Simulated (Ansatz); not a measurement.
Crystal: Al2O3.

```
Al O
1.0
     4.61378    0.00000    0.00000
     0.00000    9.56328    0.00000
     0.00000    0.00000    3.11986
Al O
4 6
Direct
  0.98298 0.82457 0.00000
  0.01702 0.17543 0.00000
  0.48297 0.67543 0.50000
  0.51702 0.32457 0.50000
  0.50000 0.50000 0.50000
  0.12363 0.75305 0.50000
  0.37637 0.25305 0.00000
  0.62364 0.74695 0.00000
  0.00000 0.00000 0.00000
  0.87636 0.24695 0.50000
```

Measurements of this composition are mostly on another form, of space group No. 167.

Base run:

```yaml
Program: Ansatz 0.2.0
Functional: LDA
Potentials_or_basis: Ansatz PAW
Cutoff: 420 eV
Density_cutoff: 1680 eV
k_mesh: 6 × 3 × 9
Occupations: fermi-dirac, width 0.05 eV
Spin: no spin polarisation
```

Its results: band gap on the k mesh 3.36 eV, direct; pressure -6.5 GPa; largest force 0.203 eV/Å.

**Question.** The run is repeated on the same cell with these changes: functional from LDA to BLYP. What comes out?

**Answer.** Band gap on the k mesh 3.64 eV, direct; pressure 1.5 GPa; largest force 0.206 eV/Å.

BLYP binds less tightly than LDA, so the same cell stands under more pressure.

Caveats: the PAW data sets come from PBE, with cores solved anew for the run's functional, which leaves a small shift of forces and pressure; the potentials were made for another functional, which shifts forces and pressure (some runs).

Not every run made on this cell is shown here.
